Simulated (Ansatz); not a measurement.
# TiAl3: single point with r2SCAN50

The system is TiAl3.

```
CELL_PARAMETERS angstrom
-1.91111 1.91111 4.28067
1.91111 -1.91111 4.28067
1.91111 1.91111 -4.28067
ATOMIC_POSITIONS crystal
Ti 0.00000 0.00000 0.00000
Al 0.25000 0.75000 0.50000
Al 0.75000 0.25000 0.50000
Al 0.50000 0.50000 0.00000
```

The cell comes from a database or a generator and needn't be the stable form of this composition.

| Item | Value |
| --- | --- |
| Program | Ansatz 0.2.0 |
| Task | single point |
| Functional | r2SCAN50 |
| Potentials or basis | Ansatz PAW |
| Cutoff | 500 eV (not typed: the program's choice for these potentials) |
| k mesh | 5 × 5 × 5 |
| Occupations | fermi-dirac, width 0.05 eV |
| Spin | no spin polarisation |

| Item | Value |
| --- | --- |
| Pressure | -2.5 GPa |
| Band gap on the k mesh | none (metal or under the smearing width) |

Stress tensor (GPa, compression positive):
```
-3.06  0.00  0.00
 0.00 -3.06  0.00
 0.00  0.00 -1.33
```

Levels at points of the mesh, in eV from the Fermi level:
```csv
k point,band 8,band 9,band 10,band 11,band 12,band 13
"(0.00, 0.00, 0.00)",-2.27,-2.27,-2.21,1.48,2.72,2.72
```

It took 24 s on 1 × NVIDIA H100 80GB HBM3 with 2 threads of AMD EPYC 7R13 Processor (Zen 3), with other jobs on the host, peak memory 2.6 GiB.

Caveat: the k mesh is coarse (spacing up to 0.46 Å⁻¹), so the values aren't converged, least of all with exact exchange; the PAW data sets come from PBE, with cores solved anew for the run's functional, which leaves a small shift of forces and pressure; the thresholds are loose for stress.
